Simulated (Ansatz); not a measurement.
# TiO2 at a changed volume — ⁴⁷Ti nuclear quadrupole resonance

Cell: a structure deposited in the COD, relaxed with PBE at fixed cell and then changed (volume scaled by 1.02, ions relaxed).

Space group P4_2/mnm (No. 136); a = 4.6244, c = 2.9786 Å.

```
site  Wyckoff  site symmetry       x       y       z
  Ti       2a           m.mm  0.0000  0.0000  0.0000
   O       4f           m.2m  0.3050  0.3050  0.0000
```

One atom of each set is listed.

Computed with Ansatz: DFT, PBE, plane waves and PAW, scalar-relativistic, 420 eV cutoff, Γ-centred 7×7×10 k-points, Fermi–Dirac smearing 0.02 eV.

⁴⁷Ti: I = 5/2, Q = 302.0 mb (year-2017 value). Static lattice, zero field.

(1) At which frequencies do the ⁴⁷Ti NQR lines lie?

(2) And for ⁴⁹Ti (I = 7/2, Q = 247.0 mb) on Ti?

Results:

(1) For I = 5/2 and η = 0 the lines are 3|C_Q|/20 and twice that; η pulls their ratio below 2.

```tsv
site	atoms	V_zz (10²¹ V/m²)	C_Q (MHz)	η	line frequencies (MHz)
Ti	2	-2.21	-16.2	0.28	2.62, 4.77
```

(2) C_Q scales with Q to -13.2 MHz, with lines at 1.18, 1.82, 2.81 MHz.
